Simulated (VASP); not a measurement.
Wanted: the native input for a VASP 6.6.1 run.

* Task: band structure
* Functional: PBE0
* Potentials or basis: VASP PAW PBE potentials, release 64 (K_sv, F)
* Cutoff: 520 eV
* k mesh: 6 × 6 × 6
* Occupations: gaussian, width 0.03 eV
* Spin: no spin polarisation
* Grid for exact exchange (PRECFOCK): Fast
* Exchange at q = 0: truncated
* Further INCAR settings: ALGO = Normal; EDIFF = 1e-06

The system is KF (Carobbiite).

```
CELL_PARAMETERS angstrom
0.00000 2.65497 2.65497
2.65497 0.00000 2.65497
2.65497 2.65497 0.00000
ATOMIC_POSITIONS crystal
K 0.00000 0.00000 0.00000
F 0.50000 0.50000 0.50000
```

The input as run:

POSCAR

```
KF                                      
1.0
    0.0000000000      2.6549699295      2.6549699295
    2.6549699295     -0.0000000000      2.6549699295
    2.6549699295      2.6549699295     -0.0000000000
  K               F             
     1     1
Direct
     1.0000000000000000    0.0000000000000000    0.0000000000000000
     0.5000000000000000    0.5000000000000000    0.5000000000000000
```

INCAR.step1

```
PREC     = Accurate       # precision mode
ENCUT    = 520            # plane-wave cutoff, eV
EDIFF    = 1E-5           # SCF threshold, eV
ISMEAR   = 0              # smearing method
SIGMA    = 0.03           # smearing width, eV
LREAL    = F              # projectors in reciprocal space
LASPH    = T              # aspherical terms in the spheres
NELM     = 80             # most SCF steps
ALGO     = Normal         # electronic algorithm
ISIF     = 2              # what is computed and relaxed
LWAVE    = T              # write WAVECAR
LCHARG   = F              # write CHGCAR
KPAR     = 4            
GGA      = PE             # functional
```

INCAR.step2

```
PREC     = Accurate       # precision mode
ENCUT    = 520            # plane-wave cutoff, eV
EDIFF    = 1E-6           # SCF threshold, eV
ISMEAR   = 0              # smearing method
SIGMA    = 0.03           # smearing width, eV
LREAL    = F              # projectors in reciprocal space
LASPH    = T              # aspherical terms in the spheres
NELM     = 80             # most SCF steps
ALGO     = Normal         # electronic algorithm
ISIF     = 2              # what is computed and relaxed
LWAVE    = F              # write WAVECAR
LCHARG   = F              # write CHGCAR
GGA      = PE             # functional
LHFCALC  = T              # exact exchange
AEXX     = 0.25           # exact-exchange fraction
PRECFOCK = Fast         
HFRCUT   = -1           
KPAR     = 4            
ISTART   = 1
```

KPOINTS

```
regular mesh
0
Gamma
  6 6 6
```

KPOINTS_OPT

```
explicit points
6
Reciprocal
 0.0000000000  0.0000000000  0.0000000000 1
 0.3750000000  0.3750000000  0.7500000000 1
 0.5000000000  0.5000000000  0.5000000000 1
 0.6250000000  0.2500000000  0.6250000000 1
 0.5000000000  0.2500000000  0.7500000000 1
 0.5000000000  0.0000000000  0.5000000000 1
```

Potentials or basis: VASP PAW PBE potentials, release 64 (K_sv, F).

Launch:

```console
$ cat potpaw_PBE.64/K_sv/POTCAR potpaw_PBE.64/F/POTCAR > POTCAR
$ cp INCAR.step1 INCAR
$ mpirun -np 4 vasp_std > vasp.out
$ cp INCAR.step2 INCAR
$ mpirun -np 4 vasp_std > vasp.out
```

It gave:

* Pressure: 1.2 GPa
* Band gap on the k mesh: 9.04 eV, direct
* Band gap along the path: 9.04 eV, direct

Caveat: the PAW data sets were made with another functional, which shifts forces and pressure a little.

Wall time 2.6 min on 4 MPI ranks on Intel(R) Xeon(R) 6975P-C (Granite Rapids) (shared host), peak memory 0.19 GiB a rank.
